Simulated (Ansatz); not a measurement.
Na under changes of volume

One of the cells (39.256 Å³/atom); the others are scaled copies at fixed shape and fractional positions:

```
Na
1.0
    -2.14100    2.14100    2.14100
     2.14100   -2.14100    2.14100
     2.14100    2.14100   -2.14100
Na
1
Direct
  0.00000 0.00000 0.00000
```

```yaml
Program: Ansatz 0.2.0
Functional: PBE
Potentials_or_basis: Ansatz PAW
Cutoff: "420 eV (not typed: the program's choice for these potentials)"
k_mesh: 9 × 9 × 9
Occupations: fermi-dirac, width 0.05 eV
Spin: no spin polarisation
```

| volume (Å³/atom) | energy over the lowest point (meV/atom) | pressure (GPa) |
| --- | --- | --- |
| 36.901 | 0.00 | 0.0 |
| 37.686 | 0.42 | -0.2 |
| 38.471 | 1.57 | -0.3 |
| 39.256 | 3.39 | -0.4 |
| 40.041 | 5.81 | -0.5 |
| 40.827 | ? | ? |
| 41.612 | 12.25 | -0.8 |

Task: What does the run at 40.827 Å³/atom give?

Result: Energy over the lowest point 8.78 meV/atom; pressure -0.7 GPa.

Worked out: A Birch-Murnaghan fit of order 3 (a polynomial in V^(-2/3)) to the other rows has its minimum at 36.87 Å³/atom, just outside them, with B0 = V·E''(V) = 7.8 GPa and B' = 3.6. It gives 8.78 meV/atom at 40.827 Å³/atom, against the run's 8.78, and -dE/dV = -0.7 GPa, against -0.7.

Energies are extrapolated to zero smearing.
